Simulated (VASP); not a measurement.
Input of a VASP 6.6.1 run:

INCAR

```
SYSTEM = C
PREC = Accurate ; ENCUT = 900
EDIFF = 1E-7 ; ISMEAR = 0
SIGMA = 0.02 ; LREAL = .FALSE.
LASPH = .TRUE. ; NELM = 100
ALGO = Normal ; ISIF = 3
LWAVE = .FALSE. ; LCHARG = .FALSE.
GGA = PE ; IBRION = 2
NSW = 80 ; EDIFFG = -0.002
```

Contents of KPOINTS:

```
regular mesh
0
G
  14 14 14
  0 0 0
```

File POSCAR:

```
C                                       
1.0
   -0.0000000000      1.7850994941      1.7850994941
    1.7850994941     -0.0000000000      1.7850994941
    1.7850994941      1.7850994941     -0.0000000000
  C             
     2
Direct
     0.0000000000000000    0.0000000000000000    0.0000000000000000
     0.2500000000000000    0.2500000000000000    0.2500000000000000
```

Potentials or basis: VASP PAW PBE potentials, release 64 (C_h).

Launch:

```sh
$ cat potpaw_PBE.64/C_h/POTCAR > POTCAR
$ mpirun -np 1 vasp_std > vasp.out
```

What does it give for the band gap on the k mesh?

4.13 eV, indirect (least direct gap 5.59 eV).

Final structure:
```
C
1.0
     0.00000    1.78510    1.78510
     1.78510    0.00000    1.78510
     1.78510    1.78510    0.00000
C
2
Direct
  0.00000 0.00000 0.00000
  0.25000 0.25000 0.25000
```

Caveat: the relaxation stopped at its first step, so nothing moved. A k mesh can miss the band edges.
